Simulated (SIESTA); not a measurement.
The system is Ti.

```
Ti
1.0
     4.56737    0.00000    0.00000
    -2.28369    3.95546    0.00000
     0.00000    0.00000    2.82624
Ti
3
Cartesian
  2.2837 1.3185 1.4131
  0.0000 2.6370 1.4131
  0.0000 0.0000 0.0000
```

This isn't the form of Ti at room conditions, which is hcp.

Base run:

| Property | Result |
| --- | --- |
| Program | SIESTA 5.4.2 |
| Functional | PBE |
| Potentials or basis | PseudoDojo 0.4 standard (PBE files) |
| Basis | DZP (energy shift 0.003 Ry; two zetas on semicore shells) |
| Grid cutoff | 800 Ry |
| Energy shift | 0.003 Ry |
| k mesh | 7 × 7 × 9 |
| Occupations | fermi-dirac, width 0.05 eV |
| Spin | no spin polarisation |

Its results: band gap on the k mesh none (metal or under the smearing width); pressure 1.2 GPa.

Q: The run is repeated on the same cell with these changes: functional from PBE to PBEsol; potentials or basis from PseudoDojo 0.4 standard (PBE files) to PseudoDojo 0.4 standard (PBEsol files). What comes out?

A: Band gap on the k mesh none (metal or under the smearing width); pressure -3.3 GPa.

Caveats: the basis of atomic orbitals isn't converged, which shifts pressures, moduli and gaps.
